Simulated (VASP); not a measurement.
# RbBr: molecular dynamics at constant energy

RbBr, Fm-3m (no. 225), 8 atoms in the cell. PBE, molecular dynamics; PAW potentials Rb_pv, Br (PBE set).

Ensemble: NVE; Starting temperature (K): 1000.

## Input

INCAR:
```
GGA = PE
PREC = Normal
ENCUT = 220
EDIFF = 1E-6
NELMIN = 4
NELM = 60
ALGO = Normal
LREAL = Auto
LASPH = T
ISMEAR = 0
SIGMA = 0.05
ISYM = 0
LWAVE = F
LCHARG = F
IBRION = 0
NSW = 60
POTIM = 3.0
TEBEG = 1000
ISIF = 2
RANDOM_SEED = 635381 0 0
MDALGO = 1
ANDERSEN_PROB = 0.0
KPAR = 2
```

KPOINTS:
```
k-points
0
Monkhorst-Pack
  2 2 2
```

POSCAR:
```
RbBr
1.0
    6.8540000000      0.0000000000      0.0000000000
    0.0000000000      6.8540000000      0.0000000000
    0.0000000000      0.0000000000      6.8540000000
Rb Br
4 4
Direct
    0.0000000000      0.0000000000      0.0000000000
    0.0000000000      0.5000000000      0.5000000000
    0.5000000000      0.0000000000      0.5000000000
    0.5000000000      0.5000000000      0.0000000000
    0.5000000000      0.0000000000      0.0000000000
    0.5000000000      0.5000000000      0.5000000000
    0.0000000000      0.0000000000      0.5000000000
    0.0000000000      0.5000000000      0.0000000000
```

Commands:
```
cat potpaw_PBE.64/Rb_pv/POTCAR potpaw_PBE.64/Br/POTCAR > POTCAR
mpirun -np 2 vasp_std > vasp.out
```

## Result

- Rise of the mean potential energy above the start (meV/atom): 45.3
- Mean temperature (K): 600
- Standard error of the mean temperature (K): 91
- Relative fluctuation of the kinetic energy: 0.325
- Canonical value of that fluctuation: 0.309
- Electronic steps per ionic step after the first: 4.1

Course of the run:

| Time (fs) | Temperature (K) | Potential energy less the first (meV/atom) |
|---|---|---|
| 3 | 1000 | 0.0 |
| 18 | 953 | 5.3 |
| 30 | 855 | 16.4 |
| 45 | 679 | 36.3 |
| 57 | 530 | 53.2 |
| 72 | 387 | 69.3 |
| 84 | 340 | 74.8 |
| 99 | 368 | 71.5 |
| 111 | 437 | 63.7 |
| 126 | 538 | 52.3 |
| 138 | 601 | 45.2 |
| 153 | 637 | 41.1 |
| 165 | 625 | 42.4 |
| 180 | 561 | 49.7 |

The mean temperature lies below the starting 1000 K, since the atoms start on their sites and part of their kinetic energy turns into potential energy.

REPORT:
```
MDALGO =   1
         ANDERSEN_PROB =  0.00000000
               SCALING =       0
                 CNEXP =     9.000   14.000
           RANDOM_SEED =            635381                0                0

   original number of atomic DOF:         21
   number of independent constraints:      0
   number of active DOF:                  21

========================================
         MD step No.       1
========================================

  Atomic velocities initialized by STEP_tb

  >Energies
                    E_tot             E_pot             E_kin               EPS                ES
   e_b>   -0.23366936E+02   -0.24271761E+02    0.90482544E+00    0.00000000E+00    0.00000000E+00

  >Temperature
               T_sim     T_inst
   tmprt>   1000.000   1000.000

  >Thermostat, num. of collisions:                0

           RANDOM_SEED =            635381               96                0

[... steps left out ...]

========================================
         MD step No.      60
========================================

  >Energies
                    E_tot             E_pot             E_kin               EPS                ES
   e_b>   -0.23366761E+02   -0.23874234E+02    0.50747306E+00    0.00000000E+00    0.00000000E+00

  >Temperature
               T_sim     T_inst
   tmprt>   1000.000    560.852

  >Thermostat, num. of collisions:                0

           RANDOM_SEED =            635381             2928                0
```

OSZICAR:
```
N       E                     dE             d eps       ncg     rms          rms(c)
DAV:   1     0.253072303040E+03    0.25307E+03   -0.14677E+04   280   0.724E+02
DAV:   2    -0.471727463845E+01   -0.25779E+03   -0.25335E+03   365   0.196E+02
DAV:   3    -0.249030923447E+02   -0.20186E+02   -0.20164E+02   269   0.526E+01
DAV:   4    -0.251173970360E+02   -0.21430E+00   -0.21420E+00   334   0.637E+00
DAV:   5    -0.251195929603E+02   -0.21959E-02   -0.21959E-02   302   0.628E-01    0.659E+00
DAV:   6    -0.242785163549E+02    0.84108E+00   -0.18031E+00   272   0.424E+00    0.497E+00
DAV:   7    -0.242232983545E+02    0.55218E-01   -0.87966E-01   296   0.313E+00    0.235E+00
DAV:   8    -0.242653319079E+02   -0.42034E-01   -0.69185E-02   269   0.121E+00    0.220E-01
DAV:   9    -0.242682709863E+02   -0.29391E-02   -0.20223E-03   296   0.196E-01    0.158E-01
DAV:  10    -0.242717569984E+02   -0.34860E-02   -0.50882E-03   270   0.301E-01    0.347E-02
DAV:  11    -0.242717369513E+02    0.20047E-04   -0.17629E-04   312   0.484E-02    0.118E-02
DAV:  12    -0.242717575493E+02   -0.20598E-04   -0.19315E-05   280   0.183E-02    0.508E-03
[... left out ...]
     58 T=   593. E= -.23366774E+02 F= -.23903345E+02 E0= -.23903345E+02  EK= 0.53657E+00 SP= 0.00E+00 SK= 0.00E+00
     59 T=   578. E= -.23366761E+02 F= -.23889664E+02 E0= -.23889664E+02  EK= 0.52290E+00 SP= 0.00E+00 SK= 0.00E+00
[... last step whole ...]
       N       E                     dE             d eps       ncg     rms          rms(c)
DAV:   1    -0.238742333879E+02    0.15431E-01   -0.80505E-03   172   0.148E+00    0.394E-03
DAV:   2    -0.238742341429E+02   -0.75501E-06   -0.12781E-05   269   0.173E-02    0.259E-03
DAV:   3    -0.238742341552E+02   -0.12278E-07   -0.13383E-07   133   0.200E-03    0.143E-03
DAV:   4    -0.238742341527E+02    0.25329E-08   -0.22173E-08   132   0.844E-04
     60 T=   561. E= -.23366761E+02 F= -.23874234E+02 E0= -.23874234E+02  EK= 0.50747E+00 SP= 0.00E+00 SK= 0.00E+00
```

Limits: 180 fs of 8 atoms are too short for converged averages.

VASP 6.6.1 took 245 s on 2 cores (Intel Xeon Platinum 8259CL @ 2.50GHz (Skylake/Cascade Lake)), a shared host.
